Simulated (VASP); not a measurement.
# Sn (Immm) in VASP: a series of runs

The runs below take Sn through single point, with PBE.

All numbers are computed with VASP 6.6.1; they aren't measurements. Logs are shortened: lines on timing, memory, paths and dates and some standing lists are left out, and cuts for length are marked.

### 1 Starting point

It takes space group Immm (No. 71, orthorhombic). Conventional cell: a = 3.453 Å, b = 3.551 Å, c = 4.677 Å, α = 90.00°, β = 90.00°, γ = 90.00°. Around Sn (site symmetry mmm) lie 12 Sn at 3.41 to 3.55 Å.

This isn't the form of Sn at room conditions, which is tetragonal (white tin).

### 2 Single point, PBE (volume scaled by 0.98)

Input file INCAR:

```
  ALGO = Normal
  EDIFF = 1E-6
  ENCUT = 520
  GGA = PE
  ISIF = 2
  ISMEAR = -1
  LASPH = T
  LCHARG = F
  LREAL = F
  LWAVE = F
  NBANDS = 13
  NELM = 100
  PREC = Accurate
  SIGMA = 0.05
```

Input file KPOINTS:

```
k-points
0
Gamma
  11 11 11
```

Input file POSCAR:

```
Sn
1.0
   -1.7149511408      1.7636302181      2.3226479567
    1.7149511408     -1.7636302181      2.3226479567
    1.7149511408      1.7636302181     -2.3226479567
Sn
1
Direct
    0.0000000000      0.0000000000      0.0000000000
```

Potentials or basis: VASP PAW PBE potentials, release 64 (Sn_d).

Command:

```
cat potpaw_PBE.64/Sn_d/POTCAR > POTCAR
mpirun -np 1 vasp_std > vasp.out
```

OUTCAR:

```text
EDIFF = 1E-6
   ENCUT = 520
   GGA = PE
   ISIF = 2
   ISMEAR = -1
   LASPH = T
   LREAL = F
   NELM = 100
   PREC = Accurate

 ion  position               nearest neighbor table
   1  0.000  0.000  0.000-

  LATTYP: Found a body centered orthorhombic cell.
 ALAT       =     3.4299022816
 B/A-ratio  =     1.0283851103
 C/A-ratio  =     1.3543522620

  Lattice vectors:

 A1 = (  -1.7149511408,   1.7636302181,   2.3226479567)
 A2 = (   1.7149511408,  -1.7636302181,   2.3226479567)
 A3 = (   1.7149511408,   1.7636302181,  -2.3226479567)

Analysis of symmetry for initial positions (statically):
=====================================================================
 Subroutine PRICEL returns:
 Original cell was already a primitive cell.

 Routine SETGRP: Setting up the symmetry group for a
 body centered orthorhombic supercell.

 Subroutine GETGRP returns: Found  8 space group operations
 (whereof  8 operations were pure point group operations)
 out of a pool of  8 trial point group operations.

The static configuration has the point symmetry D_2h.

Analysis of symmetry for dynamics (positions and initial velocities):
=====================================================================
 Subroutine PRICEL returns:
 Original cell was already a primitive cell.

 Routine SETGRP: Setting up the symmetry group for a
 body centered orthorhombic supercell.

 Subroutine GETGRP returns: Found  8 space group operations
 (whereof  8 operations were pure point group operations)
 out of a pool of  8 trial point group operations.

The dynamic configuration has the point symmetry D_2h.

 Subroutine INISYM returns: Found  8 space group operations
 (whereof  8 operations are pure point group operations),
 and found     1 'primitive' translations

----------------------------------------------------------------------------------------

                                     Primitive cell

  volume of cell :      28.0998

  direct lattice vectors                    reciprocal lattice vectors
    -1.714951141  1.763630218  2.322647957     0.000000000  0.283506143  0.215271539
     1.714951141 -1.763630218  2.322647957     0.291553496  0.000000000  0.215271539
     1.714951141  1.763630218 -2.322647957     0.291553496  0.283506143  0.000000000

  length of vectors
     3.383214816  3.383214816  3.383214816     0.355974112  0.362415889  0.406668383

  position of ions in fractional coordinates (direct lattice)
     0.000000000  0.000000000  0.000000000

  ion indices of the primitive-cell ions
   primitive index   ion index
                 1           1

----------------------------------------------------------------------------------------

 KPOINTS: k-points

Automatic generation of k-mesh.
 Grid dimensions read from file:
 generate k-points for:   11   11   11

 Generating k-lattice:

  Cartesian coordinates                     Fractional coordinates (reciprocal lattice)
     0.000000000  0.025773286  0.019570140     0.090909091  0.000000000  0.000000000
     0.026504863  0.000000000  0.019570140    -0.000000000  0.090909091  0.000000000
     0.026504863  0.025773286  0.000000000    -0.000000000  0.000000000  0.090909091

  Length of vectors
     0.032361283  0.032946899  0.036969853

  Shift w.r.t. Gamma in fractional coordinates (k-lattice)
     0.000000000  0.000000000  0.000000000

 Subroutine IBZKPT returns following result:
 ===========================================

 Found    216 irreducible k-points:

 Following reciprocal coordinates:
            Coordinates               Weight
  0.000000  0.000000  0.000000      1.000000
  0.090909  0.000000 -0.000000      4.000000
  0.181818  0.000000 -0.000000      4.000000
  0.272727  0.000000 -0.000000      4.000000
  0.363636  0.000000 -0.000000      4.000000
  0.454545  0.000000  0.000000      4.000000
[... 16 lines left out ...]
  0.454545  0.181818  0.000000      8.000000
 -0.454545  0.181818  0.000000      8.000000
 [... further k-points ...]
   k-points           NKPTS =    216   k-points in BZ     NKDIM =    216   number of bands    NBANDS=     13
   number of dos      NEDOS =    301   number of ions     NIONS =      1
   total plane-waves  NPLWV =  21952
   dimension x,y,z NGX =    28 NGY =   28 NGZ =   28
   dimension x,y,z NGXF=    56 NGYF=   56 NGZF=   56
   ions per type =               1
   NGX,Y,Z   is equivalent  to a cutoff of  13.76, 13.76, 13.76 a.u.
   NGXF,Y,Z  is equivalent  to a cutoff of  27.52, 27.52, 27.52 a.u.
 SYSTEM =  unknown system
   PREC   = accura    normal or accurate (medium, high low for compatibility)
   ISTART =      0    job   : 0-new  1-cont  2-samecut
   ICHARG =      2    charge: 1-file 2-atom 10-const
   ISPIN  =      1    spin polarized calculation?
   LNONCOLLINEAR =      F non collinear calculations
   LSORBIT =      F    spin-orbit coupling
   LASPH  =      T    aspherical Exc in radial PAW
   ENCUT  =  520.0 eV  38.22 Ry    6.18 a.u.   6.29  6.29  6.29*2*pi/ulx,y,z
   NELM   =    100;   NELMIN=  2; NELMDL= -5     # of ELM steps
   EDIFF  = 0.1E-05   stopping-criterion for ELM
   LREAL  =      F    real-space projection
   EDIFFG = 0.1E-04   stopping-criterion for IOM
   NSW    =      0    number of steps for IOM
   IBRION =     -1    ionic relax: 0-MD 1-quasi-New 2-CG
   NFREE  =      0    steps in history (QN), initial steepest desc. (CG)
   ISIF   =      2    stress and relaxation
   ISYM   =      2    0-nonsym 1-usesym 2-fastsym
   POTIM  = 0.5000    time-step for ionic-motion
   TEBEG  =    0.0;   TEEND  =   0.0 temperature during run
   PSTRESS=    0.0 pullay stress
   NELECT =      14.0000    total number of electrons
   NUPDOWN=      -1.0000    fix difference up-down
   EMIN   =  10.00;   EMAX   =-10.00  energy-range for DOS
   EFERMI =   0.00;   METHOD = LEGACY
   ISMEAR =    -1;   SIGMA  =   0.05  broadening in eV -4-tet -1-fermi 0-gaus
   EFERMI_NEDOS =   21; number of points for ismear=-14 and -15
   IALGO  =     38    algorithm
   IMIX   =      4    mixing-type and parameters
     AMIX     =   0.40;   BMIX     =  1.00
     AMIX_MAG =   1.60;   BMIX_MAG =  1.00
  volume/ion in A,a.u.               =      28.10       189.63
  Fermi-wavevector in a.u.,A,eV,Ry     =   1.297826  2.452536 22.917021  1.684354
  Thomas-Fermi vector in A             =   2.429194
   LORBIT       =      0    0 simple, 1 ext, 2 COOP (PROOUT), +10 PAW based schemes
   GGA     = PE    functional components
   LHFCALC =     F    Hartree Fock is set to
   AEXX    =    0.0000 exact exchange contribution
   IVDW    =     0    specifies the selected vdW correction
   LEPSILON=     F    determine dielectric tensor
   LRPA    =     F    only Hartree local field effects (RPA)
 non-spin polarized calculation
  energy-cutoff  :      520.00
  volume of cell :       28.10
 maximum number of plane-waves:       775
 NGX is ok and might be reduce to    28
   NGX = 13   NGY = 13   NGZ = 13

 number of electron      13.9999999 magnetization

 Free energy of the ion-electron system (eV)
  ---------------------------------------------------
  ext. energy  EPLUGINS =         0.00000000
  ---------------------------------------------------
  free energy    TOTEN  =        -3.79000373 eV

  energy without entropy =       -3.78637324  energy(sigma->0) =       -3.78818848

 E-fermi :   7.7439     XC(G=0): -10.2074

 val. band max:        7.7161404742   @ k =   0.1818   0.1818   0.1818
 cond. band min:       7.7496450556   @ k =   0.4545   0.2727   0.0909
 fundamental gap:      0.0335045814
 Fermi energy:         7.7438905039

 k-point     1 :       0.0000    0.0000    0.0000
  band No.  band energies     occupation
      1     -13.8225      2.00000
      2     -13.8065      2.00000
      3     -13.7865      2.00000
      4     -13.7554      2.00000
      5     -13.7174      2.00000
      6      -3.1553      2.00000
      7      14.9350      0.00000
      8      15.0801      0.00000
      9      15.5012      0.00000
     10      18.3871      0.00000
     11      18.9883      0.00000
     12      19.5030      0.00000
     13      19.6659      0.00000

 k-point     2 :       0.0909    0.0000   -0.0000
  band No.  band energies     occupation
      1     -13.8185      2.00000
      2     -13.8007      2.00000
      3     -13.7851      2.00000
      4     -13.7536      2.00000
      5     -13.7183      2.00000
      6      -2.9929      2.00000
      7      13.3256      0.00000
      8      14.8770      0.00000
      9      15.1824      0.00000
     10      17.7913      0.00000
     11      19.6019      0.00000
     12      20.0869      0.00000
     13      21.1092      0.00000

 k-point     3 :       0.1818    0.0000   -0.0000
  band No.  band energies     occupation
      1     -13.8105      2.00000
      2     -13.7935      2.00000
      3     -13.7820      2.00000
      4     -13.7402      2.00000
      5     -13.7178      2.00000
      6      -2.5059      2.00000
      7      10.5615      0.00000
      8      14.5267      0.00000
      9      14.5549      0.00000
     10      17.4669      0.00000
     11      19.9952      0.00000
     12      20.0069      0.00000
     13      20.9239      0.00000

 k-point     4 :       0.2727    0.0000   -0.0000
  band No.  band energies     occupation
      1     -13.8056      2.00000
      2     -13.7962      2.00000
      3     -13.7813      2.00000
      4     -13.7103      2.00000
      5     -13.7088      2.00000
      6      -1.6986      2.00000
      7       7.8708      0.14652
      8      13.8813      0.00000
      9      14.2348      0.00000
     10      17.3212      0.00000
     11      19.1027      0.00000
     12      19.1434      0.00000
     13      20.7745      0.00000

 k-point     5 :       0.3636    0.0000   -0.0000
  band No.  band energies     occupation
      1     -13.8048      2.00000
      2     -13.8026      2.00000
      3     -13.7844      2.00000
      4     -13.6935      2.00000
      5     -13.6788      2.00000
      6      -0.5999      2.00000
      7       5.4740      2.00000
      8      13.3967      0.00000
      9      14.0030      0.00000
     10      17.3565      0.00000
     11      18.3997      0.00000
     12      18.4315      0.00000
     13      19.7592      0.00000
[... 257 lines left out ...]
 k-point    22 :       0.3636    0.1818   -0.0000
  band No.  band energies     occupation
      1     -13.8096      2.00000
      2     -13.7785      2.00000
      3     -13.7575      2.00000
      4     -13.6986      2.00000
      5     -13.6826      2.00000
      6       0.8489      2.00000
      7       4.6225      2.00000
      8       9.3264      0.00000
      9      12.8891      0.00000
     10      16.0771      0.00000
     11      19.9473      0.00000
     12      20.9435      0.00000
     13      23.0953      0.00000

 k-point    23 :       0.4545    0.1818    0.0000
  band No.  band energies     occupation
      1     -13.8169      2.00000
      2     -13.7756      2.00000
      3     -13.7560      2.00000
      4     -13.7017      2.00000
      5     -13.6712      2.00000
      6       1.3385      2.00000
      7       3.9550      2.00000
      8       9.6445      0.00000
      9      12.2952      0.00000
     10      15.4697      0.00000
     11      20.2534      0.00000
     12      21.5533      0.00000
     13      23.1841      0.00000

 k-point    24 :      -0.4545    0.1818    0.0000
  band No.  band energies     occupation
      1     -13.8228      2.00000
      2     -13.7810      2.00000
      3     -13.7515      2.00000
      4     -13.7106      2.00000
      5     -13.6692      2.00000
      6       0.2979      2.00000
      7       5.4438      2.00000
      8      10.2718      0.00000
      9      11.9752      0.00000
     10      15.1788      0.00000
     11      20.3310      0.00000
     12      21.3458      0.00000
     13      22.7845      0.00000

 [... further k-points ...]

------------------------ aborting loop because EDIFF is reached ----------------------------------------

  FORCE on cell =-STRESS in cart. coord.  units (eV):
  Direction    XX          YY          ZZ          XY          YZ          ZX
  --------------------------------------------------------------------------------------
  -------------------------------------------------------------------------------------
  Total        0.0975705     -0.2095597      0.0370311      0.0000000      0.0000000      0.0000000
  in kB        5.5632247    -11.9485649      2.1114205      0.0000000      0.0000000      0.0000000
  external PRESSURE =      -1.4246399 kB  Pullay stress =       0.0000000 kB

 VOLUME and BASIS-vectors are now :
 -----------------------------------------------------------------------------
  energy-cutoff  :      520.00
  volume of cell :       28.10
      direct lattice vectors                 reciprocal lattice vectors
    -1.714951141  1.763630218  2.322647957     0.000000000  0.283506143  0.215271539
     1.714951141 -1.763630218  2.322647957     0.291553496  0.000000000  0.215271539
     1.714951141  1.763630218 -2.322647957     0.291553496  0.283506143  0.000000000

 POSITION                                       TOTAL-FORCE (eV/Angst)
 -----------------------------------------------------------------------------------
      0.00000      0.00000      0.00000        -0.000000      0.000000      0.000000
 -----------------------------------------------------------------------------------
    total drift:                                0.000000     -0.000000     -0.000000

  FREE ENERGIE OF THE ION-ELECTRON SYSTEM (eV)
  ---------------------------------------------------
  free  energy   TOTEN  =        -3.7900037272 eV

  energy  without entropy=       -3.7863732378  energy(sigma->0) =       -3.78818848
```

Wall time 49 s (1 thread of Intel Xeon Platinum 8259CL at 2.50GHz (Skylake/Cascade Lake), shared host); peak memory 0.21 GiB.

Results:

```
Free energy            : -3.7900 eV
Pressure               : -0.1 GPa
Band gap on the k mesh : none (metal or under the smearing width)
```

Stress tensor (GPa, compression positive):
```
 0.56  0.00  0.00
 0.00 -1.19  0.00
 0.00  0.00  0.21
```

### 3 Single point, PBE

Input file INCAR:

```
SYSTEM = Sn
ALGO = Normal ; EDIFF = 1E-7
ENCUT = 520 ; GGA = PE
ISIF = 2 ; ISMEAR = -1
LASPH = .TRUE. ; LCHARG = .FALSE.
LREAL = .FALSE. ; LWAVE = .FALSE.
NBANDS = 13 ; NELM = 100
PREC = Accurate ; SIGMA = 0.05
```

Input file KPOINTS:

```
k-points
0
G
  11 11 11
  0 0 0
```

Input file POSCAR:

```
Sn
1.0
   -1.7265390000      1.7755470000      2.3383420000
    1.7265390000     -1.7755470000      2.3383420000
    1.7265390000      1.7755470000     -2.3383420000
Sn
1
Direct
    0.0000000000      0.0000000000      0.0000000000
```

Potentials or basis: VASP PAW PBE potentials, release 64 (Sn_d).

Command:

```
cat potpaw_PBE.64/Sn_d/POTCAR > POTCAR
mpirun -np 1 vasp_std > vasp.out
```

OUTCAR:

```text
SYSTEM = Sn
   EDIFF = 1E-7
   ENCUT = 520
   GGA = PE
   ISIF = 2
   ISMEAR = -1
   LASPH = .TRUE.
   LREAL = .FALSE.
   NELM = 100
   PREC = Accurate

 ion  position               nearest neighbor table
   1  0.000  0.000  0.000-

  LATTYP: Found a body centered orthorhombic cell.
 ALAT       =     3.4530780000
 B/A-ratio  =     1.0283851103
 C/A-ratio  =     1.3543522620

  Lattice vectors:

 A1 = (  -1.7265390000,   1.7755470000,   2.3383420000)
 A2 = (   1.7265390000,  -1.7755470000,   2.3383420000)
[... 566 lines left out ...]
 [... further k-points ...]

------------------------ aborting loop because EDIFF is reached ----------------------------------------

  FORCE on cell =-STRESS in cart. coord.  units (eV):
  Direction    XX          YY          ZZ          XY          YZ          ZX
  --------------------------------------------------------------------------------------
  -------------------------------------------------------------------------------------
  Total       -0.0780916     -0.3803162     -0.1294907      0.0000000      0.0000000      0.0000000
  in kB       -4.3635314    -21.2509724     -7.2355663      0.0000000      0.0000000      0.0000000
  external PRESSURE =     -10.9500234 kB  Pullay stress =       0.0000000 kB

 VOLUME and BASIS-vectors are now :
 -----------------------------------------------------------------------------
  energy-cutoff  :      520.00
  volume of cell :       28.67
      direct lattice vectors                 reciprocal lattice vectors
    -1.726539000  1.775547000  2.338342000     0.000000000  0.281603359  0.213826720
     1.726539000 -1.775547000  2.338342000     0.289596702  0.000000000  0.213826720
     1.726539000  1.775547000 -2.338342000     0.289596702  0.281603359  0.000000000

 POSITION                                       TOTAL-FORCE (eV/Angst)
 -----------------------------------------------------------------------------------
      0.00000      0.00000      0.00000         0.000000     -0.000000      0.000000
 -----------------------------------------------------------------------------------
    total drift:                               -0.000000     -0.000000     -0.000000

  FREE ENERGIE OF THE ION-ELECTRON SYSTEM (eV)
  ---------------------------------------------------
  free  energy   TOTEN  =        -3.7879529429 eV

  energy  without entropy=       -3.7844207385  energy(sigma->0) =       -3.78618684
```

OSZICAR:

```text
N       E                     dE             d eps       ncg     rms          rms(c)
DAV:   1     0.799496504055E+02    0.79950E+02   -0.72175E+03  5769   0.157E+03
DAV:   2     0.183395052192E+01   -0.78116E+02   -0.75753E+02  5936   0.333E+02
DAV:   3    -0.367691688027E+01   -0.55109E+01   -0.54869E+01  6681   0.728E+01
DAV:   4    -0.379457410540E+01   -0.11766E+00   -0.11764E+00  6753   0.114E+01
DAV:   5    -0.379865243711E+01   -0.40783E-02   -0.40782E-02  7565   0.206E+00    0.118E+00
DAV:   6    -0.379060200635E+01    0.80504E-02   -0.90560E-03  7246   0.159E+00    0.658E-01
DAV:   7    -0.378804637529E+01    0.25556E-02   -0.60284E-03  7341   0.124E+00    0.877E-02
DAV:   8    -0.378795186253E+01    0.94513E-04   -0.62879E-04  6921   0.420E-01    0.216E-02
DAV:   9    -0.378795203818E+01   -0.17565E-06   -0.11148E-05  7668   0.434E-02    0.132E-02
DAV:  10    -0.378795285012E+01   -0.81194E-06   -0.19586E-06  6892   0.154E-02    0.868E-04
DAV:  11    -0.378795294289E+01   -0.92776E-07   -0.70586E-08  5003   0.418E-03
   1 F= -.37879529E+01 E0= -.37861868E+01  d E =-.353220E-02
```

It took 52 s on 1 thread of Intel Xeon Platinum 8259CL at 2.50GHz (Skylake/Cascade Lake), shared host; peak memory 0.21 GiB.

Results:

```
Free energy            : -3.7880 eV
Pressure               : -1.1 GPa
Band gap on the k mesh : none (metal or under the smearing width)
```
